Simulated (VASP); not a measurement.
Write the native input for VASP 6.6.1 that does the following.

```
Task                   : electrostatic potential
Functional             : PBE
Dispersion             : D3(BJ)
Potentials or basis    : VASP PAW PBE potentials, release 64 (Si, Mg)
Cutoff                 : 520 eV
k mesh                 : 8 × 8 × 8
Occupations            : gaussian, width 0.02 eV
Spin                   : no spin polarisation
Further INCAR settings : ALGO = Fast; EDIFF = 1e-06
```

The structure of Mg2Si lies in POSCAR:

```
Mg2Si                                   
1.0
   -0.0000000000      3.1345504826      3.1345504826
    3.1345504826      0.0000000000      3.1345504826
    3.1345504826      3.1345504826      0.0000000000
  Si              Mg            
     1     2
Direct
     0.0000000000000000    0.0000000000000000    0.0000000000000000
     0.2500000000000000    0.2500000000000000    0.2500000000000000
     0.7500000000000000    0.7500000000000000    0.7500000000000000
```

The cell was built by a generator and needn't be a form met in nature.

These files were run (other wordings do the same):

INCAR

```
SYSTEM = Mg2Si
ALGO = Fast ; EDIFF = 1E-6
ENCUT = 520 ; GGA = PE
ISIF = 2 ; ISMEAR = 0
IVDW = 12 ; LASPH = .TRUE.
LCHARG = .TRUE. ; LREAL = .FALSE.
LVHAR = .TRUE. ; LWAVE = .FALSE.
NELM = 100 ; PREC = Accurate
SIGMA = 0.02
```

KPOINTS

```
k-points
0
G
  8 8 8
  0 0 0
```

Potentials or basis: VASP PAW PBE potentials, release 64 (Si, Mg).

Launch:

```bash
$ cat potpaw_PBE.64/Si/POTCAR potpaw_PBE.64/Mg/POTCAR > POTCAR
$ mpirun -np 1 vasp_std > vasp.out
```

It gave:

```yaml
Pressure: 0.0 GPa
Band_gap_on_the_k_mesh: 0.16 eV, indirect (least direct gap 2.11 eV)
Dispersion_energy_per_atom: -0.308 eV
```

Wall time 18 s on 1 thread of Intel(R) Xeon(R) Platinum 8259CL CPU @ 2.50GHz (Skylake/Cascade Lake), on a shared host, peak memory 0.21 GiB.
